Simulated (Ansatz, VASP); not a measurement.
**BN: VASP beside Ansatz**

INCAR

```
SYSTEM = BN
PREC     = Accurate       ! precision mode
ENCUT    = 520            ! plane-wave cutoff, eV
EDIFF    = 1E-6           ! SCF threshold, eV
ISMEAR   = 0              ! smearing method
SIGMA    = 0.05           ! smearing width, eV
LREAL    = .FALSE.        ! projectors in reciprocal space
LASPH    = .TRUE.         ! aspherical terms in the spheres
NELM     = 100            ! most SCF steps
ALGO     = Normal         ! electronic algorithm
ISIF     = 2              ! what is computed and relaxed
LWAVE    = .FALSE.        ! write WAVECAR
LCHARG   = .FALSE.        ! write CHGCAR
GGA      = PS             ! functional
NBANDS   = 16             ! bands
```

KPOINTS

```
regular mesh
0
G
  12 12 4
  0 0 0
```

POSCAR

```
BN
1.0
    2.5220336354      0.0000000000      0.0000000000
   -1.2610168177      2.1841451975      0.0000000000
    0.0000000000      0.0000000000      6.4337078040
B N
2 2
Direct
    0.3333333333      0.6666666667      0.2500000000
    0.6666666667      0.3333333333      0.7500000000
    0.3333333333      0.6666666667      0.7500000000
    0.6666666667      0.3333333333      0.2500000000
```

Input for Ansatz:

```yaml
crystal:
  lattice:
    - [2.5220336354, 0.0, 0.0]
    - [-1.2610168177, 2.1841451975, 0.0]
    - [0.0, 0.0, 6.433707804]
  atoms:
    - { symbol: B, position: [0.3333333333, 0.6666666667, 0.25] }
    - { symbol: B, position: [0.6666666667, 0.3333333333, 0.75] }
    - { symbol: "N", position: [0.3333333333, 0.6666666667, 0.75] }
    - { symbol: "N", position: [0.6666666667, 0.3333333333, 0.25] }
basis:
  ecutwfc: 520.0
kpoints:
  mp_grid: { grid: [12, 12, 4] }
hamiltonian:
  xc: pbesol
  pseudopotentials: { kind: paw, azcp: { folder: soft_1 } }
scf:
  occupations: { method: gaussian, width: 0.05 }
output:
  forces: true
  stress: true
  eigenvalues: true
```

Alike in both runs: task single point; functional PBEsol; k mesh 12 × 12 × 4; occupations gaussian, width 0.05 eV; no spin polarisation.

|  | VASP | Ansatz |
| --- | --- | --- |
| version | VASP 6.6.1 | Ansatz 0.2.0 |
| potentials or method | VASP PAW PBE potentials, release 64 (B, N) | scalar-relativistic, plane waves, PAW |
| plane-wave cutoff (eV) | 520 | 520 |
| valence electrons in the cell | 16 | 16 |

VASP gave:

```
gap on the k mesh at the Fermi level (eV)       : 4.05
least direct gap on the mesh (eV)               : 4.43
pressure (GPa)                                  : -4.1
largest component of the traceless stress (GPa) : 5.68
```

Task: Which values does Ansatz return?

Result: gap on the k mesh at the Fermi level (eV): 4.06; least direct gap on the mesh (eV): 4.43; pressure (GPa): -4.5; largest component of the traceless stress (GPa): 6.29.

Ansatz warned: «pseudo_functional_mismatch».

Caveats: the PAW data sets were made with another functional, which shifts forces and pressure a little (VASP); this functional lacks dispersion, which binds the layers, so the pressure and a relaxed spacing across them are unreliable. A k mesh can miss the band edges.
